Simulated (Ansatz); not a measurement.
Input of an Ansatz 0.2.0 run:

File input.yaml:

```yaml
crystal:
  lattice:
    - [0.0, 2.03, 2.03]
    - [2.03, 0.0, 2.03]
    - [2.03, 2.03, 0.0]
  atoms:
    - { symbol: Ti, position: [0.0, 0.0, 0.0] }
hamiltonian:
  xc: pbe
  pseudopotentials: { kind: paw }
kpoints:
  mp_grid: { grid: [11, 11, 11] }
scf:
  occupations: { method: gaussian, width: 0.025 }
output:
  forces: true
  stress: true
  eigenvalues: true
```

Potentials or basis: Ansatz PAW.

Command:

```bash
$ ansatz run input.yaml --threads 2 --pin off --max-ram 5632MiB --backend cpu --events-out ev --progress --plain --runs-dir out
```

Q: Estimate the band gap on the k mesh.

A: None (metal or under the smearing width).

Q: What does it give for the pressure?

A: 3.8 GPa.
